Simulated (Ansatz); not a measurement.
The system is MoS2, a slab with vacuum.

```
CELL_PARAMETERS angstrom
3.18413 0.00000 0.00000
-1.59206 2.75753 0.00000
0.00000 0.00000 17.33460
ATOMIC_POSITIONS crystal
Mo 0.00000 0.00000 0.00000
S 0.33333 0.66667 0.91051
S 0.33333 0.66667 0.08949
```

- Program: Ansatz 0.2.0
- Task: single point
- Functional: PBE
- Potentials or basis: Ansatz PAW
- Cutoff: 420 eV (not typed: the program's choice for these potentials)
- k mesh: 10 × 10 × 2
- Occupations: fermi-dirac, width 0.05 eV
- Spin: no spin polarisation

On this cell: largest force 0.217 eV/Å; band gap on the k mesh 1.73 eV, indirect (least direct gap 1.92 eV).

The same run follows on a disturbed copy (atoms moved at random, drawn with an rms of 0.05 Å):

```xyz
3
Lattice="3.1841 0.0000 0.0000 -1.5921 2.7575 0.0000 0.0000 0.0000 17.3346" Properties=species:S:1:pos:R:3 pbc="T T T"
Mo    0.0313   -0.0382   -0.0082
S     0.0027    1.8229   15.7841
S    -0.0186    1.8067    1.5519
```

Question: What changes?

Answer: The energy moves by +6.8 meV/atom; largest force 0.886 eV/Å; band gap on the k mesh 1.72 eV, indirect (least direct gap 1.91 eV).

Forces on the atoms (eV/Å):
```
Mo  -0.791  0.304  0.260
S    0.307 -0.222 -0.373
S    0.484 -0.082  0.114
```

Stress tensor (GPa, compression positive):
```
 0.40 -0.26  0.30
-0.26  0.19  0.23
 0.30  0.23  0.79
```

A k mesh can miss the band edges.
